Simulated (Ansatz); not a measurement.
Input and command of a plane-wave DFT calculation in Ansatz:

```yaml
crystal:
  lattice:
    - [3.3494580512, 0.0, 0.0]
    - [-1.6747290256, 2.9007157612, 0.0]
    - [0.0, 0.0, 15.2622336827]
  atoms:
    - { symbol: Te, position: [0.3333333333, 0.6666666667, 0.6275864514] }
    - { symbol: Te, position: [0.6666666667, 0.3333333333, 0.1275864514] }
    - { symbol: Te, position: [0.6666666667, 0.3333333333, 0.3724135486] }
    - { symbol: Te, position: [0.3333333333, 0.6666666667, 0.8724135486] }
    - { symbol: Mo, position: [0.3333333333, 0.6666666667, 0.25] }
    - { symbol: Mo, position: [0.6666666667, 0.3333333333, 0.75] }
basis:
  ecutwfc: 500
kpoints:
  mp_grid: { grid: [12, 12, 2] }
hamiltonian:
  xc: r2scan
scf:
  occupations: { method: gaussian, width: 0.02 }
output:
  forces: true
  stress: true
  eigenvalues: true
relax:
  adjacent_minimum: "off"
  f_tol: 0.008
  max_steps: 40
  cell: { stress_tol: 0.015, fix: [a, b, gamma] }
```

```bash
ansatz run input.yaml --threads 1 --pin off --max-ram 2560MiB --backend cpu --events-out ev --progress --plain --runs-dir out
```

Processor: AMD EPYC (Zen 3), 1 thread, on a host shared with other jobs.

Q: How long does it run, and how much memory does it take?

A: About 5.6 min on 1 thread of AMD EPYC (Zen 3), with other jobs on the host, peak memory 0.91 GiB. It solves 56 bands at 38 k points (the mesh reduced by symmetry) with about 3703 plane waves (on the last cell), in 36 SCF iterations over 5 ionic steps.
